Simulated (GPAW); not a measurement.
Pb: single point with PBE

The system is Pb.

```
CELL_PARAMETERS angstrom
3.50021 0.00000 0.00000
1.75010 3.03127 0.00000
1.75010 1.01042 2.85791
ATOMIC_POSITIONS crystal
Pb 0.00000 0.00000 0.00000
```

- Program: GPAW 26.7.0
- Task: single point
- Functional: PBE
- Potentials or basis: GPAW PAW data sets (gpaw-data 1.2.1)
- Cutoff: 500 eV
- Basis: pw
- k mesh: 9 × 9 × 9
- Occupations: fermi-dirac, width 0.05 eV
- Spin: no spin polarisation

```
Pressure               : 1.7 GPa
Band gap on the k mesh : none (metal or under the smearing width)
```

Levels at points of the mesh, in eV from the Fermi level:
```
           k point  band 4  band 5  band 6  band 7  band 8  band 9  band 10
(0.00, 0.00, 0.00)  -16.77  -16.77  -11.54    7.54    7.54    7.54     9.99
```

Run time: 6.8 s on 1 thread of Arm Neoverse V1 (shared host), peak memory 0.13 GiB.

Caveat: the cutoff is short for stress and forces, so pressures can be off by a GPa or more. Spin-orbit coupling is left out, which matters for the levels of Pb.
